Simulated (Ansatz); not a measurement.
Input and command of a plane-wave DFT calculation in Ansatz:

```yaml
crystal:
  lattice:
    - [-1.5436557704, 1.5436557704, 1.5436557704]
    - [1.5436557704, -1.5436557704, 1.5436557704]
    - [1.5436557704, 1.5436557704, -1.5436557704]
  atoms:
    - { symbol: Re, position: [0.0, 0.0, 0.0] }
basis:
  ecutwfc: 420
kpoints:
  mp_grid: { grid: [8, 8, 8] }
hamiltonian:
  xc: pbesol
scf:
  occupations: { method: gaussian, width: 0.1 }
output:
  forces: true
  stress: true
  eigenvalues: true
```

```bash
ansatz run input.yaml --threads 1 --pin off --max-ram 2560MiB --backend cpu --events-out ev --progress --plain --runs-dir out
```

Processor: Arm Neoverse V1, 1 thread, on a host shared with other jobs.

**Question.** How long does it run, and how much memory does it take?

**Answer.** About 0.63 s on 1 thread of Arm Neoverse V1, with other jobs on the host, peak memory 0.24 GiB. It solves 12 bands at 29 k points (the mesh reduced by the symmetry that the task leaves, which can be less than the crystal's) with about 321 plane waves, in 6 SCF iterations.
